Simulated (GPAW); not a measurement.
ZnSe (Stilleite), 2 atoms in the cell. It takes space group F-43m (No. 216, cubic). The conventional cell has a = 5.668 Å, b = 5.668 Å, c = 5.668 Å, α = 90.00°, β = 90.00°, γ = 90.00°. Around Se (site symmetry -43m) lie 4 Zn at 2.45 Å. Around Zn (site symmetry -43m) lie 4 Se at 2.45 Å. 

| Property | Result |
| --- | --- |
| Program | GPAW 26.7.0 |
| Task | equation of state |
| Functional | PBEint |
| Potentials or basis | PAW data sets generated in the run's folder for this functional |
| Cutoff | 600 eV |
| Basis | pw |
| k mesh | 7 × 7 × 7 |
| Occupations | fermi-dirac, width 0.05 eV |
| Spin | no spin polarisation |
| Maxiter | 150 |
| Eos scales | [0.94, 0.96, 0.98, 1.0, 1.02, 1.04, 1.06] |

Potentials or basis: PAW data sets generated in the run's folder for this functional, pw.

Command:

```sh
$ gpaw-setup -f GGA_X_PBEINT+GGA_C_PBEINT Se Zn
$ OMP_NUM_THREADS=1 python run.py
```

Hardware: 1 thread of Arm Neoverse V1, with other jobs on the host.

Question: How long does it take, and how much memory?

Answer: Run time: 90 s on 1 thread of Arm Neoverse V1, on a shared host, peak memory 0.23 GiB. Counts: scf iterations 68, plane waves 1442, bands 18, k points 20.
